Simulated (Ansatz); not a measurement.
Runs of Ansatz 0.2.0 on CuO (Tenorite). It takes space group C2/c (No. 15, monoclinic). Conventional cell: a = 4.684 Å, b = 3.423 Å, c = 5.129 Å, α = 90.00°, β = 99.54°, γ = 90.00°. Cu (site symmetry -1) is surrounded by 4 O at 1.95 to 1.96 Å. Around O (site symmetry 2) lie 4 Cu at 1.95 to 1.96 Å. 

```csv
potentials or basis,cutoff (eV),basis error allowed,pressure (GPa),largest force (eV/Å)
"all-electron LAPW, scalar-relativistic",406,0.002 eV/atom,-2.7,0.36
all-electron PAW datasets made for the crystal,480,-,-2.7,0.36
"all-electron LAPW, inner shells corrected to Dirac's equation",406,0.002 eV/atom,-2.7,0.36
"all-electron LAPW, non-relativistic",406,0.002 eV/atom,(a),0.24
```

Alike in all rows: task band structure; level PBEsol; no spin polarisation; cell as given; k mesh 10 × 10 × 5; smearing fermi-dirac 0.05 eV.

Task: Fill in the values left out.

Result: (a) -0.5.

Caveats: the run has no spin polarisation, though such a crystal can be magnetic.

The runs don't all hold the same shells in valence.
